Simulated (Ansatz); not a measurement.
GeO₂:
```
GeO2
1.0
    4.41065     0.00000     0.00000
    0.00000     4.41065     0.00000
    0.00000     0.00000     2.87010
Ge O
2 4
Direct
  0.00000   0.00000   0.00000
  0.50000   0.50000   0.50000
  0.30600   0.30600   0.00000
  0.19400   0.80600   0.50000
  0.69400   0.69400   0.00000
  0.80600   0.19400   0.50000
```

DFT-r²SCAN in the program Ansatz with PAW potentials gives a gap of 2.51 eV without spin–orbit coupling, maximum at Γ, minimum at Γ.

Question: What happens when spin–orbit coupling is switched on?

Answer: The gap goes up by 0.01 eV, to 2.52 eV; maximum at Γ, minimum at Γ.

Question: Give the electron effective mass with spin–orbit coupling.

Answer: 0.23, 0.28, 0.28 mₑ (principal values).

Question: Give the hole effective mass with spin–orbit coupling.

Answer: 1.1, 1.1, 1.7 mₑ (principal values).

Space group P4_2/mnm (rutile). The cell was relaxed with r²SCAN under the symmetry of its start; phonons on a q-mesh show no instability.

Potentials: the later of the program's two PAW sets.
